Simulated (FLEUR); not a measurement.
# Os (P6_3/mmc) in FLEUR: further runs, part 2 of 2

FLEUR MaX-R8.1 (later development tree). Earlier steps stand in the parts before.

### 5 Equation of state, LDA (Perdew-Zunger), 13.98 Å³/atom

The input, inp.xml:

```xml
<?xml version="1.0" encoding="UTF-8" standalone="no"?>
<fleurInput fleurInputVersion="0.39">
   <comment>
      Os                                                                                                  
   </comment>
   <calculationSetup>
      <cutoffs Kmax="4.32" Gmax="13.4" GmaxXC="13.4" numbands="0"/>
      <scfLoop itmax="60" minDistance="0.00001" maxIterBroyd="15" imix="Anderson" alpha="0.05" precondParam="0.0" spinf="2.0" sdNocoIR="T"/>
      <coreElectrons ctail="T" frcor="F" kcrel="0" coretail_lmax="0"/>
      <xcFunctional name="pz" relativisticCorrections="F"/>
      <magnetism jspins="1"/>
      <soc l_soc="F" theta="0.0" phi="0.0" spav="F"/>
      <expertModes spex="0" secvar="F"/>
      <geometryOptimization l_f="F" forcealpha="1.0" forcemix="BFGS" epsdisp="0.00001" epsforce="0.00001"/>
      <ldaU l_linMix="F" mixParam="0.05" spinf="1.0"/>
   </calculationSetup>
   <cell>
      <bzIntegration valenceElectrons="60.0" mode="hist" fermiSmearingEnergy="0.00183747">
         <kPointListSelection listName="default-1"/>
         <!-- k-points included here -->
         <xi:include xmlns:xi="http://www.w3.org/2001/XInclude" href="kpts.xml"> </xi:include>
      </bzIntegration>
      <!-- symmetry operations included here -->
      <xi:include xmlns:xi="http://www.w3.org/2001/XInclude" href="sym.xml"> </xi:include>
      <bulkLattice scale="1.0000000000">
         <bravaisMatrix>
            <row-1>    5.1667001972688604     0.0000000000000000     0.0000000000000000</row-1>
            <row-2>   -2.5833500986344302     4.4744936245974056     0.0000000000000000</row-2>
            <row-3>    0.0000000000000000     0.0000000000000000     8.1630499404346200</row-3>
         </bravaisMatrix>
      </bulkLattice>
   </cell>
   <atomSpecies>
      <species name="Osmium (Os)" element="Os" atomicNumber="76">
         <mtSphere radius="2.27" gridPoints="773" logIncrement="0.017"/>
         <atomicCutoffs lmax="9" lnonsphr="7"/>
         <electronConfig flipSpins="F">
            <coreConfig>(1s1/2) (2s1/2) (2p1/2) (2p3/2) (3s1/2) (3p1/2) (3p3/2) (4s1/2) (3d3/2) (3d5/2) (4p1/2) (4p3/2) (4d3/2) (4d5/2)</coreConfig>
            <valenceConfig>(5s1/2) (5p1/2) (5p3/2) (6s1/2) (4f5/2) (4f7/2) (5d3/2) (5d5/2)</valenceConfig>
            <stateOccupation state="(5d3/2)" spinUp="1.200000" spinDown="1.200000"/>
            <stateOccupation state="(5d5/2)" spinUp="1.800000" spinDown="1.800000"/>
         </electronConfig>
         <energyParameters s="6" p="6" d="5" f="5"/>
         <lo type="SCLO" l="0" n="5" eDeriv="0"/>
         <lo type="SCLO" l="1" n="5" eDeriv="0"/>
         <lo type="SCLO" l="1" n="5" eDeriv="1"/>
         <lo type="SCLO" l="3" n="4" eDeriv="0"/>
         <lo type="SCLO" l="3" n="4" eDeriv="1"/>
         <lo type="SCLO" l="2" n="5" eDeriv="2"/>
      </species>
   </atomSpecies>
   <atomGroups>
      <atomGroup species="Osmium (Os)">
         <relPos label="                   1">-1.000/3.000 1.000/3.000 -1.000/4.000</relPos>
         <relPos label="                   2">1.000/3.000 -1.000/3.000 1.000/4.000</relPos>
         <force calculate="T" relaxXYZ="TTT"/>
      </atomGroup>
   </atomGroups>
   <output dos="F" band="F" slice="F">
      <checks vchk="F" cdinf="F"/>
      <bandDOS minEnergy="-.5*Htr" maxEnergy="0.5*Htr" sigma="0.015" storeEVData="T"/>
      <vacuumDOS vacdos="F" integ="F" star="F" nstars="0" locx1="0.0" locy1="0.0" locx2="0.0" locy2="0.0" nstm="0" tworkf="0.0"/>
      <unfoldingBand unfoldBand="F" supercellX="1" supercellY="1" supercellZ="1"/>
      <plotting iplot="0" polar="F">
         <plot TwoD="T" vec1="  1.0  0.0  0.0" vec2="  0.0  1.0  0.0" vec3="  0.0  0.0  1.0" zero="  0.0  0.0  0.0" file="plot"/>
      </plotting>
      <chargeDensitySlicing numkpt="0" minEigenval="0.0" maxEigenval="0.0" nnne="0" pallst="F"/>
      <specialOutput eonly="F"/>
      <moessbauerParams electricFieldGradient="T" isomerShift="T" coreHyperfine="T" valenceHyperfine="T"/>
      <magneticCircularDichroism mcd="F" energyLo="-10.0" energyUp="0.0"/>
   </output>
  <!-- We include the file relax.xml here to enable relaxations (see documentation) -->
  <xi:include xmlns:xi="http://www.w3.org/2001/XInclude" href="relax.xml"> <xi:fallback/> </xi:include>
</fleurInput>
```

On the command line:

```bash
$ inpgen -f crystal.txt -profile fastHighL
$ # inp.xml edited to the form shown
$ fleur_MPI
```

Wall time 33 s (1 thread of Arm Neoverse V1, shared host); peak memory 0.09 GiB.

The run converged. Its results:

- Free energy: -939998.4824 eV
- Band gap on the k mesh: none (metal or under the smearing width)
- Valence electrons inside the program's atomic spheres: Os 27.49 (radii Os 2.27 bohr)

### 6 Equation of state, LDA (Perdew-Zunger), 14.54 Å³/atom (volume scaled by 1.04)

inp.xml: that of step 5 with these lines changed.

```diff
@@ -24,3 +24,3 @@
       <xi:include xmlns:xi="http://www.w3.org/2001/XInclude" href="sym.xml"> </xi:include>
-      <bulkLattice scale="1.0000000000">
+      <bulkLattice scale="1.0131594038">
          <bravaisMatrix>
```

Potentials or basis: all-electron, FLAPW.

On the command line:

```bash
$ inpgen -f crystal.txt -profile fastHighL
$ # inp.xml edited to the form shown
$ fleur_MPI
```

Wall time 35 s (1 thread of Arm Neoverse V1, shared host); peak memory 0.09 GiB.

Results (log left out):

| Item | Value |
| --- | --- |
| Free energy | -939998.3731 eV |
| Band gap on the k mesh | none (metal or under the smearing width) |
| Valence electrons inside the program's atomic spheres | Os 27.42 (radii Os 2.27 bohr) |

### 7 Equation of state, LDA (Perdew-Zunger), 14.82 Å³/atom (volume scaled by 1.06)

inp.xml: that of step 6 with these lines changed.

```diff
@@ -24,3 +24,3 @@
       <xi:include xmlns:xi="http://www.w3.org/2001/XInclude" href="sym.xml"> </xi:include>
-      <bulkLattice scale="1.0131594038">
+      <bulkLattice scale="1.0196128224">
          <bravaisMatrix>
```

On the command line:

```bash
$ inpgen -f crystal.txt -profile fastHighL
$ # inp.xml edited to the form shown
$ fleur_MPI
```

It took 35 s on 1 thread of Arm Neoverse V1, shared host; peak memory 0.09 GiB.

It converged, with:

```yaml
Free_energy: -939998.2831 eV
Band_gap_on_the_k_mesh: none (metal or under the smearing width)
Valence_electrons_inside_the_program's_atomic_spheres: Os 27.39 (radii Os 2.27 bohr)
```

### 8 Equation of state, LDA (Perdew-Zunger)

This step only gathers the single runs of the series.

Results:

| Quantity | Value |
| --- | --- |
| Equilibrium volume | 13.72 Å³/atom |
| Bulk modulus at fixed shape and positions | 447 GPa |
| Pressure derivative of the bulk modulus | 4.7 (rough: it moves with the points fitted) |

Energy against volume, from the lowest point:
```csv
volume (Å³/atom),energy (meV/atom)
13.143,30.14
13.423,2.77
13.982,0.00
14.542,54.63
14.821,99.61
```

Caveat: the cell was scaled at fixed shape and fractional positions, which overstates the stiffness of a crystal with free parameters, most of all of layers and chains.
